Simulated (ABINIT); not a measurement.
# BN (R3m) in ABINIT: further runs, part 2 of 2

ABINIT 10.8.3 (patched build).

### 4 Band structure, r2SCAN

The input, run.abi:

```
ndtset 2

pp_dirpath "./"
pseudos "N.GGA_PBE-JTH.xml, B.GGA_PBE-JTH.xml"

acell 3*1.0
rprim
     2.3642775188     1.3650162619     6.3739222586
    -2.3642775188     1.3650162619     6.3739222586
     0.0000000000    -2.7300325238     6.3739222586
ntypat 2
znucl 7 5
natom 2
typat 1 2
xred
     0.6672382000     0.6672382000     0.6672382000
     0.0003288000     0.0003288000     0.0003288000

ecut 31.0
pawecutdg 53.0
pawovlp 30

ixc -497498
usekden 1
pawxcdev 0

occopt 3
tsmear 0.05 eV

nstep 100

iomode 3
prtwf 0
prteig 0
prtebands 0
enunit 1
prtden1 1
prtkden1 1
prtvha1 1
prtvclmb1 1
prtpot1 1

kptopt1 1
ngkpt1 12 12 12
nshiftk1 1
shiftk1 0.0 0.0 0.0
nband1 8
tolvrs1 1.0e-7

iscf2 -2
getden2 1
getkden2 1
nband2 14
nbdbuf2 4
tolwfr2 1.0e-11
kptopt2 -2
ndivsm2 6
prteig2 1
kptbounds2
     0.0000000000     0.0000000000     0.0000000000
     0.5000000000     0.0000000000     0.0000000000
     0.5000000000     0.1972419765    -0.1972419765
```

Potentials or basis: JTH PAW PBE v2.0.

Command:

```
> abinit run.abi > log 2>&1
```

run.abo:

```text
.Version 10.8.3 of ABINIT
 DATASET    1 : space group R3 m (#160); Bravais hR (rhombohedral)
================================================================================
 Values of the parameters that define the memory need for DATASET  1.
     intxc =       0    ionmov =       0      iscf =      17    lmnmax =       8
     lnmax =       4     mgfft =      36  mpssoang =       2    mqgrid =    3001
     natom =       2  nloc_mem =       2    nspden =       1   nspinor =       1
    nsppol =       1      nsym =       6    n1xccc =       1    ntypat =       2
    occopt =       3   xclevel =       2
       mpw =        1030          nfft =       46656          nkpt =         189
 PAW method is used; the additional fine FFT grid is defined by:
   mgfftf=        48    nfftf =    110592
================================================================================
================================================================================

 DATASET    2 : space group R3 m (#160); Bravais hR (rhombohedral)
================================================================================
 Values of the parameters that define the memory need for DATASET  2.
     intxc =       0    ionmov =       0      iscf =      -2    lmnmax =       8
     lnmax =       4     mgfft =      36  mpssoang =       2    mqgrid =    3001
     natom =       2  nloc_mem =       2    nspden =       1   nspinor =       1
    nsppol =       1      nsym =       6    n1xccc =       1    ntypat =       2
[... 488 lines left out ...]
 kpt#   6, nband= 14, wtk=  1.00000, kpt=  0.2778  0.0000  0.0000 (reduced coord)
 -14.58642   -3.25059   -0.52912    0.08323   10.64124   12.76436   14.83313   20.77326
[... 17 lines left out ...]
 -12.63812   -6.38566   -2.45926    2.33028    8.61344   14.48803   16.65016   18.27791
  21.09237   25.30229   27.41799   30.34891   32.25364   35.79681
 kpt#  13, nband= 14, wtk=  1.00000, kpt=  0.5000  0.0986 -0.0986 (reduced coord)
 -12.46262   -6.11953   -3.35017    2.54686    8.50674   15.15832   17.26860   17.93274
  20.77383   24.62224   27.01359   31.12980   31.99720   36.70997
 kpt#  14, nband= 14, wtk=  1.00000, kpt=  0.5000  0.1315 -0.1315 (reduced coord)
 -12.28268   -5.76852   -4.22278    2.73169    8.28621   15.24916   17.69933   18.53960
  21.21025   23.91808   26.22069   30.46931   32.08128   37.58416
 kpt#  15, nband= 14, wtk=  1.00000, kpt=  0.5000  0.1644 -0.1644 (reduced coord)
 -12.17893   -5.46110   -4.76275    2.72030    8.08499   15.36573   17.67621   19.55997
  21.99184   23.49636   25.54696   29.46108   32.17078   36.22037
 kpt#  16, nband= 14, wtk=  1.00000, kpt=  0.5000  0.1972 -0.1972 (reduced coord)
 -12.24944   -5.52716   -4.48427    2.34037    8.16953   15.77628   17.65253   19.69444
  22.50880   23.89620   25.35731   28.64383   32.09831   35.18777

== END DATASET(S) ==============================================================
================================================================================

 -outvars: echo values of variables after computation  --------
            acell      1.0000000000E+00  1.0000000000E+00  1.0000000000E+00 Bohr
           etotal1    -1.2621068566E+01
            fcart1     1.5293999140E-20 -3.7776372070E-21 -3.7469820932E-04
                      -1.5293999140E-20  3.7776372070E-21  3.7469820932E-04
            rprim      2.3642775188E+00  1.3650162619E+00  6.3739222586E+00
                      -2.3642775188E+00  1.3650162619E+00  6.3739222586E+00
                       0.0000000000E+00 -2.7300325238E+00  6.3739222586E+00
           strten1    -7.9433853025E-05 -7.9433852926E-05 -1.8431764688E-04
                       0.0000000000E+00  0.0000000000E+00  0.0000000000E+00
           xangst     -1.8312220725E-16  6.9490387940E-17  6.7516520354E+00
                      -2.5484012521E-20  1.9479431747E-20  3.3270624932E-03
             xred      6.6723820000E-01  6.6723820000E-01  6.6723820000E-01
                       3.2880000000E-04  3.2880000000E-04  3.2880000000E-04
 Calculation completed.
```

Run time: 4.7 min. Hardware: 1 thread of Arm Neoverse V1, shared host; peak memory 0.17 GiB.

Results:

```
Free energy             : -343.4368 eV
Pressure                : 3.4 GPa
Largest force           : 0.019 eV/Å
Band gap on the k mesh  : 4.80 eV, indirect (least direct gap 5.36 eV)
Band gap along the path : 5.35 eV, indirect (least direct gap 5.36 eV)
```

Forces on the atoms (eV/Å):
```
N    0.000  0.000 -0.019
B    0.000  0.000  0.019
```

Stress tensor (GPa, compression positive):
```
2.34 0.00 0.00
0.00 2.34 0.00
0.00 0.00 5.42
```

Levels at the corners of the path, in eV from the valence-band top:
```csv
point,band 2,band 3,band 4,band 5,band 6,band 7
Γ,-4.30,-1.35,-1.35,5.43,12.39,12.39
L,-9.33,-4.25,-0.61,5.90,10.57,13.71
B1,-8.26,-7.22,-0.39,5.44,13.04,14.92
```

Caveat: totals of a meta-GGA on PAW files have another zero than those of a GGA; the PAW data sets were made with another functional, which shifts forces and pressure a little; the atomic spheres overlap. r2SCAN opens gaps a little over a GGA but as a rule still falls short of measured ones.

### 5 Band structure, TB-mBJ

Changes to run.abi since step 4:

```diff
@@ -3,3 +3,3 @@
 pp_dirpath "./"
-pseudos "N.GGA_PBE-JTH.xml, B.GGA_PBE-JTH.xml"
+pseudos "N.LDA_PW-JTH.xml, B.LDA_PW-JTH.xml"
 
@@ -22,3 +22,3 @@
 
-ixc -497498
+ixc -208012
 usekden 1
@@ -30,2 +30,5 @@
 nstep 100
+diemix 0.3
+optforces 0
+optstress 0
```

Potentials or basis: JTH PAW LDA v2.0.

Command:

```
> abinit run.abi > log 2>&1
```

Wall time 15 min (1 thread of Arm Neoverse V1, shared host); peak memory 0.17 GiB.

It converged, with:

```yaml
Band_gap_on_the_k_mesh: 5.90 eV, indirect (least direct gap 6.57 eV)
Band_gap_along_the_path: 6.52 eV, indirect (least direct gap 6.58 eV)
```

Levels at the corners of the path, in eV from the valence-band top:
```csv
point,band 2,band 3,band 4,band 5,band 6,band 7
Γ,-3.82,-1.81,-1.81,6.52,12.59,12.59
L,-9.17,-4.46,-0.50,6.94,10.91,14.57
B1,-8.13,-7.22,-0.30,6.58,13.76,15.46
```

Caveat: the constant c of TB-mBJ comes from the pseudo density here, which moves gaps by up to 0.3 eV between sets of potentials; the PAW data sets were made with another functional, which shifts forces and pressure a little; the atomic spheres overlap.

### 6 The runs side by side

```tsv
level	potentials or basis	cutoff (eV)	fine-grid cutoff	gap on the mesh (eV)	pressure (GPa)
LDA	JTH PAW LDA v2.0	707	1306.15 eV	4.09	-4.2
PBEsol	JTH PAW PBE v2.0	707	1306.15 eV	4.17	1.1
r2SCAN	JTH PAW PBE v2.0	844	1442.2 eV	4.80	3.4
TB-mBJ	JTH PAW LDA v2.0	844	1442.2 eV	5.90	-
```

Alike in all rows: task band structure; no spin polarisation; cell as given; k mesh 12 × 12 × 12; smearing fermi-dirac 0.05 eV.

Caveats: the atomic spheres overlap; the PAW data sets were made with another functional, which shifts forces and pressure a little (some runs); totals of a meta-GGA on PAW files have another zero than those of a GGA (some runs); the constant c of TB-mBJ comes from the pseudo density here, which moves gaps by up to 0.3 eV between sets of potentials (some runs).

Total energies depend on the potentials used, so only differences within one code and one set of settings carry meaning.
